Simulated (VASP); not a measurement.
# ZnS in VASP: one cell, several levels of theory, part 1 of 2

Aim: gap, levels, forces and stress of ZnS (zincblende), under -4.0 % strain along z alone at fixed geometry. Runs: PBE, r2SCAN. The results are then set beside those of Ansatz 0.2.0 for the same cell.

Code: VASP 6.6.1. PAW datasets, plane waves. Spin-unpolarised throughout; all numbers are computed.

**1. Starting point**

The cell comes from an earlier relaxation with r2SCAN in another program, then strained, with the atoms relaxed again.

It is tetragonal, I-4m2 (No. 119); a = 3.810 Å, c = 5.173 Å in the conventional setting, 18.77 Å³ an atom. Zn has 4 S at 2.30 Å; S has 4 Zn at 2.30 Å.

The structure in full:

```
CELL_PARAMETERS angstrom
0.00000 2.69409 2.58632
2.69409 0.00000 2.58632
2.69409 2.69409 0.00000
ATOMIC_POSITIONS crystal
Zn 0.00000 0.00000 0.00000
S 0.25000 0.25000 0.25000
```

**2. PBE**

File INCAR:

```
ENCUT = 520.000000
SIGMA = 0.020000
EDIFF = 1.00e-07
GGA = PE
PREC = Accurate
IBRION = -1
ISIF = 2
ISMEAR = -1
NBANDS = 16
NELM = 120
NSW = 0
LASPH = .TRUE.
LCHARG = .TRUE.
LELF = .TRUE.
LWAVE = .FALSE.
LREAL = .FALSE.
```

File KPOINTS:

```
KPOINTS created by Atomic Simulation Environment
0
Gamma
8 8 8
0 0 0
```

File KPOINTS_OPT:

```
special points
6
Reciprocal
0.0000000000 0.0000000000 0.0000000000 1
-0.5000000000 -0.5000000000 0.0000000000 1
-0.3750000000 -0.3750000000 0.2500000000 1
-0.3750000000 0.0000000000 0.3750000000 1
0.0000000000 0.0000000000 0.5000000000 1
-0.5000000000 -0.2500000000 0.2500000000 1
```

File POSCAR:

```
Zn S
 1.0000000000000000
     0.0000000000000000    2.6940858314999998    2.5863223983000001
     2.6940858314999998    0.0000000000000000    2.5863223983000001
     2.6940858314999998    2.6940858314999998    0.0000000000000000
 Zn  S
   1   1
Cartesian
  0.0000000000000000  0.0000000000000000  0.0000000000000000
  1.3470429157499997  1.3470429157499997  1.2931611991500001
```

The run uses the recommended PBE PAW datasets (18 valence electrons a neutral cell).

Started as:

```sh
mpirun -np 1 vasp_std
```

Printed to the terminal (iteration lines stand in OSZICAR):

```text
POSCAR found type information on POSCAR ZnS
 POSCAR found :  2 types and       2 ions
 LDA part: xc-table for (Slater+PW92), standard interpolation
 POSCAR, INCAR and KPOINTS ok, starting setup
 FFT: planning ... GRIDC
 FFT: planning ... GRID_SOFT
 FFT: planning ... GRID
 WAVECAR not read
 entering main loop
 Start KPOINTS_OPT (optional k-point list driver)
k-point batch [1-6\6]
```

OSZICAR:

```text
N       E                     dE             d eps       ncg     rms          rms(c)
DAV:   1     0.893949124268E+02    0.89395E+02   -0.89910E+03  1888   0.137E+03
DAV:   2    -0.143320120698E+01   -0.90828E+02   -0.85107E+02  2120   0.264E+02
DAV:   3    -0.717014754953E+01   -0.57369E+01   -0.57130E+01  2312   0.643E+01
DAV:   4    -0.722853046782E+01   -0.58383E-01   -0.58367E-01  2408   0.670E+00
DAV:   5    -0.722917794265E+01   -0.64747E-03   -0.64746E-03  2368   0.683E-01    0.755E+00
DAV:   6    -0.681979136552E+01    0.40939E+00   -0.74393E-01  2824   0.309E+01    0.585E+00
DAV:   7    -0.679727748745E+01    0.22514E-01   -0.26706E-01  2280   0.481E+00    0.291E+00
DAV:   8    -0.679650160370E+01    0.77588E-03   -0.56966E-03  2528   0.108E+00    0.770E-01
DAV:   9    -0.679666507706E+01   -0.16347E-03   -0.14093E-03  2280   0.293E-01    0.916E-02
DAV:  10    -0.679680573160E+01   -0.14065E-03   -0.18057E-04  2344   0.989E-02    0.355E-02
DAV:  11    -0.679681648983E+01   -0.10758E-04   -0.34539E-05  2272   0.472E-02    0.949E-03
DAV:  12    -0.679681725192E+01   -0.76210E-06   -0.35236E-06  2432   0.164E-02    0.601E-03
DAV:  13    -0.679681729523E+01   -0.43310E-07   -0.24058E-07  2440   0.734E-03
   1 F= -.67968173E+01 E0= -.67968173E+01  d E =-.366882E-11
       N       E                     dE             ncg
DAV:   1     0.165121851899E+04   -0.31739E+04      192
DAV:   2     0.111452988075E+04   -0.53669E+03      232
DAV:   3     0.108207523379E+04   -0.32455E+02      240
DAV:   4     0.108177416502E+04   -0.30107E+00      232
DAV:   5     0.108177096714E+04   -0.31979E-02      256
DAV:   6     0.108177091290E+04   -0.54244E-04      216
DAV:   7     0.108177091180E+04   -0.10975E-05      264
DAV:   8     0.108177091178E+04   -0.19912E-07      184
```

The lines after F= are the extra pass for the points of KPOINTS_OPT, at fixed density; their E is not a total energy.

OUTCAR, selected sections:

```text
k-points           NKPTS =     59   k-points in BZ     NKDIM =     59   number of bands    NBANDS=     16

   NELECT =      18.0000    total number of electrons

   dimension x,y,z NGX =    28 NGY =   28 NGZ =   28
   dimension x,y,z NGXF=    56 NGYF=   56 NGZF=   56

  energy-cutoff  :      520.00
  volume of cell :       37.54
      direct lattice vectors                 reciprocal lattice vectors
     0.000000000  2.694085831  2.586322398    -0.185591711  0.185591711  0.193324699
     2.694085831  0.000000000  2.586322398     0.185591711 -0.185591711  0.193324699
     2.694085831  2.694085831  0.000000000     0.185591711  0.185591711 -0.193324699

 k-points in reciprocal lattice and weights: KPOINTS created by Atomic Simulation Env
   0.00000000  0.00000000  0.00000000       0.002
   0.12500000  0.00000000  0.00000000       0.016
   0.25000000  0.00000000  0.00000000       0.016
   0.37500000  0.00000000  0.00000000       0.016
   0.50000000  0.00000000  0.00000000       0.008
   0.12500000  0.12500000  0.00000000       0.004
   0.25000000  0.12500000  0.00000000       0.016
   0.37500000  0.12500000  0.00000000       0.016
[... 51 more k-points ...]

 E-fermi :   3.0700

 k-point     1 :       0.0000    0.0000    0.0000
  band No.  band energies     occupation
      1     -10.9124      2.00000
      2      -3.9722      2.00000
      3      -3.9722      2.00000
      4      -3.9480      2.00000
      5      -3.4158      2.00000
      6      -3.4007      2.00000
      7       2.5358      2.00000
      8       2.5358      2.00000
      9       2.6716      2.00000
     10       4.9125      0.00000
     11       8.9489      0.00000
     12       8.9489      0.00000
     13       8.9598      0.00000
     14      14.0583      0.00000
     15      14.5865      0.00000
     16      14.8477      0.00000

 k-point     2 :       0.1250    0.0000    0.0000
  band No.  band energies     occupation
      1     -10.7851      2.00000
      2      -3.9711      2.00000
      3      -3.9501      2.00000
      4      -3.9284      2.00000
      5      -3.4162      2.00000
      6      -3.4041      2.00000
      7       1.4320      2.00000
      8       2.3635      2.00000
      9       2.4799      2.00000
     10       5.7244      0.00000
     11       8.8694      0.00000
     12       9.2024      0.00000
     13       9.2598      0.00000
     14      13.5269      0.00000
     15      13.9924      0.00000
     16      15.5292      0.00000

 k-point     3 :       0.2500    0.0000    0.0000
  band No.  band energies     occupation
      1     -10.4508      2.00000
      2      -3.9350      2.00000
      3      -3.9029      2.00000
      4      -3.8745      2.00000
      5      -3.4077      2.00000
      6      -3.4049      2.00000
      7      -0.3677      2.00000
      8       1.9908      2.00000
      9       2.1554      2.00000
     10       6.1981      0.00000
     11       9.5003      0.00000
     12       9.5062      0.00000
     13       9.8519      0.00000
     14      13.5056      0.00000
     15      13.6407      0.00000
     16      15.0153      0.00000

 k-point     4 :       0.3750    0.0000    0.0000
  band No.  band energies     occupation
      1     -10.0673      2.00000
      2      -3.8674      2.00000
      3      -3.8363      2.00000
      4      -3.7181      2.00000
      5      -3.3907      2.00000
      6      -3.3819      2.00000
      7      -1.9739      2.00000
      8       1.6600      2.00000
      9       1.8686      2.00000
     10       6.0578      0.00000
     11       9.4052      0.00000
     12       9.7513      0.00000
     13      11.0642      0.00000
     14      14.4173      0.00000
     15      14.8359      0.00000
     16      14.8894      0.00000

 k-point     5 :       0.5000    0.0000    0.0000
  band No.  band energies     occupation
      1      -9.8895      2.00000
      2      -3.8569      2.00000
      3      -3.8201      2.00000
      4      -3.3897      2.00000
      5      -3.3651      2.00000
      6      -3.2006      2.00000
      7      -3.0207      2.00000
      8       1.5315      2.00000
      9       1.7574      2.00000
     10       5.9638      0.00000
     11       9.2978      0.00000
     12       9.6985      0.00000
     13      11.6518      0.00000
     14      14.9573      0.00000
     15      15.9357      0.00000
     16      16.2912      0.00000

 k-point     6 :       0.1250    0.1250    0.0000
  band No.  band energies     occupation
      1     -10.7346      2.00000
      2      -3.9779      2.00000
      3      -3.9310      2.00000
      4      -3.9310      2.00000
      5      -3.4183      2.00000
      6      -3.4013      2.00000
      7       1.5866      2.00000
      8       2.0727      2.00000
      9       2.0727      2.00000
     10       6.1413      0.00000
     11       8.1657      0.00000
     12       9.6067      0.00000
     13       9.6067      0.00000
     14      13.0703      0.00000
     15      14.2816      0.00000
     16      16.2194      0.00000

 k-point     7 :       0.2500    0.1250    0.0000
  band No.  band energies     occupation
      1     -10.4622      2.00000
      2      -3.9827      2.00000
      3      -3.8798      2.00000
      4      -3.8737      2.00000
      5      -3.4274      2.00000
      6      -3.3861      2.00000
      7       0.1644      2.00000
      8       1.6429      2.00000
      9       1.8425      2.00000
     10       6.8068      0.00000
     11       8.0515      0.00000
     12      10.1273      0.00000
     13      10.1429      0.00000
     14      12.5667      0.00000
     15      14.4097      0.00000
     16      16.4094      0.00000

 k-point     8 :       0.3750    0.1250    0.0000
  band No.  band energies     occupation
      1     -10.0885      2.00000
      2      -3.8921      2.00000
      3      -3.8356      2.00000
      4      -3.7832      2.00000
      5      -3.3984      2.00000
      6      -3.3663      2.00000
      7      -1.4370      2.00000
      8       1.3293      2.00000
      9       1.4618      2.00000
     10       6.7144      0.00000
     11       8.9528      0.00000
     12      10.1380      0.00000
     13      10.2605      0.00000
     14      13.6809      0.00000
     15      15.4353      0.00000
     16      15.9111      0.00000

 k-point     9 :       0.5000    0.1250    0.0000
  band No.  band energies     occupation
      1      -9.8384      2.00000
      2      -3.8277      2.00000
      3      -3.8206      2.00000
      4      -3.5189      2.00000
      5      -3.3625      2.00000
      6      -3.2243      2.00000
      7      -2.6756      2.00000
      8       1.1113      2.00000
      9       1.2756      2.00000
     10       6.6107      0.00000
     11       9.0773      0.00000
     12       9.8751      0.00000
     13      11.4283      0.00000
     14      14.5998      0.00000
     15      16.2676      0.00000
     16      16.5031      0.00000

 k-point    10 :      -0.3750    0.1250    0.0000
  band No.  band energies     occupation
      1      -9.9091      2.00000
      2      -3.8318      2.00000
      3      -3.8213      2.00000
      4      -3.5621      2.00000
      5      -3.3925      2.00000
      6      -3.3642      2.00000
      7      -2.2846      2.00000
      8       0.9730      2.00000
      9       1.5044      2.00000
     10       6.7072      0.00000
     11       9.1516      0.00000
     12       9.7574      0.00000
     13      11.3766      0.00000
     14      14.3788      0.00000
     15      15.4417      0.00000
     16      16.4633      0.00000

 k-point    11 :      -0.2500    0.1250    0.0000
  band No.  band energies     occupation
      1     -10.2405      2.00000
      2      -3.8764      2.00000
      3      -3.8698      2.00000
      4      -3.8317      2.00000
      5      -3.4258      2.00000
      6      -3.3840      2.00000
      7      -0.9050      2.00000
      8       1.1458      2.00000
      9       1.9131      2.00000
     10       6.8831      0.00000
     11       9.3694      0.00000
     12       9.7238      0.00000
     13       9.9373      0.00000
     14      12.8044      0.00000
     15      14.9459      0.00000
     16      16.4286      0.00000

 k-point    12 :      -0.1250    0.1250    0.0000
  band No.  band energies     occupation
      1     -10.5947      2.00000
      2      -3.9664      2.00000
      3      -3.9221      2.00000
      4      -3.8798      2.00000
      5      -3.4303      2.00000
      6      -3.3948      2.00000
      7       0.5410      2.00000
      8       1.7301      2.00000
      9       2.2872      2.00000
     10       6.5059      0.00000
     11       8.8204      0.00000
     12       9.3936      0.00000
     13       9.7528      0.00000
     14      12.6276      0.00000
     15      13.9267      0.00000
     16      16.7255      0.00000

[... the tables of k-points 13 to 59 left out ...]

  Total        1.2875410      1.2875410      1.6189154      0.0000000     -0.0000000      0.0000000
  in kB       54.9460054     54.9460054     69.0874609      0.0000000     -0.0000000      0.0000000
  external PRESSURE =      59.6598239 kB  Pullay stress =       0.0000000 kB

 POSITION                                       TOTAL-FORCE (eV/Angst)
 -----------------------------------------------------------------------------------
      0.00000      0.00000      0.00000        -0.000000     -0.000000     -0.000000
      1.34704      1.34704      1.29316         0.000000      0.000000      0.000000
 -----------------------------------------------------------------------------------
    total drift:                                0.000002      0.000002      0.000001

  FREE ENERGIE OF THE ION-ELECTRON SYSTEM (eV)
  ---------------------------------------------------
  free  energy   TOTEN  =        -6.7968172952 eV

  energy  without entropy=       -6.7968172952  energy(sigma->0) =       -6.79681730
```

Hardware: 1 MPI rank of Intel Xeon Platinum 8488C, shared host.

The levels at the points of KPOINTS_OPT are read from vasprun.xml.

Levels at the named points, in eV from the top of band v (v: the last filled band by count, c: the next):

```csv
point,v−1,v,c,c+1
Γ,-0.14,0.00,2.24,6.28
X,-2.64,-2.64,3.06,3.70
U,-3.41,-2.19,3.79,5.76
K,-3.45,-1.97,4.10,6.10
L,-1.14,-0.91,3.29,6.63
W,-3.06,-3.00,5.50,6.05
```

The PBE gap is 2.24 eV, direct at Γ. Pressure: 5.97 GPa; the forces vanish within 0.01 eV/Å.

The maps below are laid out on this run's own conventional cell (a, b, c = 3.810, 3.810, 5.173 Å).

Density in a lattice plane of the grid's cell (edges 3.81 and 5.17 Å, at 0.000 of the third edge), which holds Zn and S.

Values in e/Å³, 12 rows by 8 columns:
```
 8.39  2.72  0.48  0.64  0.77  0.64  0.48  2.72
 0.62  0.41  0.62  1.17  0.90  1.17  0.62  0.41
 0.13  0.21  0.63  0.99 -0.30  0.99  0.63  0.21
 0.05  0.11  0.41  1.00  0.90  1.00  0.41  0.11
 0.03  0.05  0.19  0.52  0.77  0.52  0.19  0.05
 0.02  0.03  0.07  0.15  0.21  0.15  0.07  0.03
 0.03  0.03  0.03  0.05  0.06  0.05  0.03  0.03
 0.05  0.05  0.03  0.03  0.02  0.03  0.03  0.05
 0.13  0.10  0.05  0.02  0.02  0.02  0.05  0.10
 0.62  0.31  0.10  0.04  0.02  0.04  0.10  0.31
 8.39  2.74  0.24  0.09  0.06  0.09  0.24  2.74
19.64  6.95  0.37  0.22  0.21  0.22  0.37  6.95
```
Columns run along the first of these edges and rows up along the second, over one cell in 8 and 12 even steps from the bottom left corner. Atoms in the plane (fractional): Zn at (0.00, 0.00), S at (0.50, 0.75).

ELF in the same plane.

Ten even steps from '0' (0.01) to '9' (0.89):
```
000124688888642100
001236999999963210
122369998889996322
122589986468998522
113689973137998631
113689875457898631
002478888888887420
001357899999875310
000135788888753100
000012456665421000
000000123332100000
000000001110000000
000000000000000000
100000000000000000
111100000000000111
111111000000011111
122211100000111222
001221111111112210
000122223332222100
000122356665322100
```
Columns run along the first of these edges and rows up along the second, over one cell in 18 and 20 even steps from the bottom left corner. Atoms in the plane (fractional): Zn at (0.00, 0.00), S at (0.50, 0.75).

Both are smooth fields of the valence electrons: close to the nuclei they are not physical.

Maxima of ELF outside the ion cores: 0.89 on the S–Zn line, 0.8 Å from S.

(Continued in part 2 of 2.)
